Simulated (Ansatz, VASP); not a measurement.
# HfC: VASP beside Ansatz

```xyz
2
Lattice="0.0000 2.3250 2.3250 2.3250 0.0000 2.3250 2.3250 2.3250 0.0000" Properties=species:S:1:pos:R:3 pbc="T T T"
Hf    2.3250    2.3250    2.3250
C     0.0000    0.0000    0.0000
```

Alike in both runs: task band structure; functional PBE; k mesh 7 × 7 × 7; occupations fermi-dirac, width 0.05 eV; spin-orbit coupling, no magnetisation.

|  | VASP | Ansatz |
| --- | --- | --- |
| version | VASP 6.6.1 | Ansatz 0.2.0 |
| potentials or method | VASP PAW PBE potentials, release 64 (Hf_pv, C) | Ansatz PAW |
| plane-wave cutoff (eV) | 520 | 420 |
| valence electrons in the cell | 14 | 30 |

Ansatz gave:

```
gap on the k mesh at the Fermi level (eV) : none
pressure (GPa)                            : -0.4
```

Estimate VASP's values.

gap on the k mesh at the Fermi level (eV): none; pressure (GPa): -0.6.

A gap of «none» marks a metal or a gap that the smearing closes. The two sets of potentials don't hold the same shells in valence.
